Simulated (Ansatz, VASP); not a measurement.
# Two plane-wave programs on MgO

File INCAR:

```
SYSTEM = MgO
PREC     = Accurate       ! precision mode
ENCUT    = 520            ! plane-wave cutoff, eV
EDIFF    = 1E-6           ! SCF threshold, eV
ISMEAR   = 0              ! smearing method
SIGMA    = 0.1            ! smearing width, eV
LREAL    = .False.        ! projectors in reciprocal space
LASPH    = .True.         ! aspherical terms in the spheres
NELM     = 80             ! most SCF steps
ALGO     = Fast           ! electronic algorithm
ISIF     = 2              ! what is computed and relaxed
LWAVE    = .False.        ! write WAVECAR
LCHARG   = .False.        ! write CHGCAR
GGA      = PS             ! functional
NBANDS   = 16             ! bands
```

File KPOINTS:

```
regular mesh
0
Gamma
  6 6 4
  0 0 0
```

File POSCAR:

```
MgO
1.0
    3.3077869865      0.0000000000      0.0000000000
   -1.6538934933      2.8646275606      0.0000000000
    0.0000000000      0.0000000000      4.9828816700
Mg O
2 2
Direct
    0.3333333300      0.6666666700      0.0021597400
    0.6666666700      0.3333333300      0.5021597400
    0.3333333300      0.6666666700      0.4024402600
    0.6666666700      0.3333333300      0.9024402600
```

Input for Ansatz:

```yaml
crystal:
  lattice:
    - [3.3077869865, 0.0, 0.0]
    - [-1.6538934933, 2.8646275606, 0.0]
    - [0.0, 0.0, 4.98288167]
  atoms:
    - { symbol: Mg, position: [0.33333333, 0.66666667, 0.00215974] }
    - { symbol: Mg, position: [0.66666667, 0.33333333, 0.50215974] }
    - { symbol: O, position: [0.33333333, 0.66666667, 0.40244026] }
    - { symbol: O, position: [0.66666667, 0.33333333, 0.90244026] }
basis:
  ecutwfc: 420
kpoints:
  mp_grid: { grid: [6, 6, 4] }
hamiltonian:
  xc: pbesol
scf:
  occupations: { method: gaussian, width: 0.1 }
output:
  forces: true
  stress: true
  eigenvalues: true
```

Measurements of this composition are mostly on another form, of space group No. 225.

Alike in both runs: task single point; functional PBEsol; k mesh 6 × 6 × 4; occupations gaussian, width 0.1 eV; no spin polarisation.

|  | VASP | Ansatz |
| --- | --- | --- |
| version | VASP 6.6.1 | Ansatz 0.2.0 |
| potentials or method | VASP PAW PBE potentials, release 64 (Mg, O) | scalar-relativistic, plane waves, PAW |
| plane-wave cutoff (eV) | 520 | 420 |
| valence electrons in the cell | 16 | 32 |

Ansatz gave:

```
gap on the k mesh at the Fermi level (eV) : 3.34
least direct gap on the mesh (eV)         : 3.34
pressure (GPa)                            : 0.3
rms of the force components (eV/Å)        : 0.005
```

Task: What did VASP give for the same quantities?

Result: gap on the k mesh at the Fermi level (eV): 3.34; least direct gap on the mesh (eV): 3.34; pressure (GPa): 0.1; rms of the force components (eV/Å): 0.006.

Atom by atom the forces differ by 0.000 eV/Å (rms over components). The two sets of potentials don't hold the same shells in valence.

Caveats: the PAW data sets were made with another functional, which shifts forces and pressure a little (VASP). A hybrid or GW would open this gap; PBEsol tends to underestimate it.
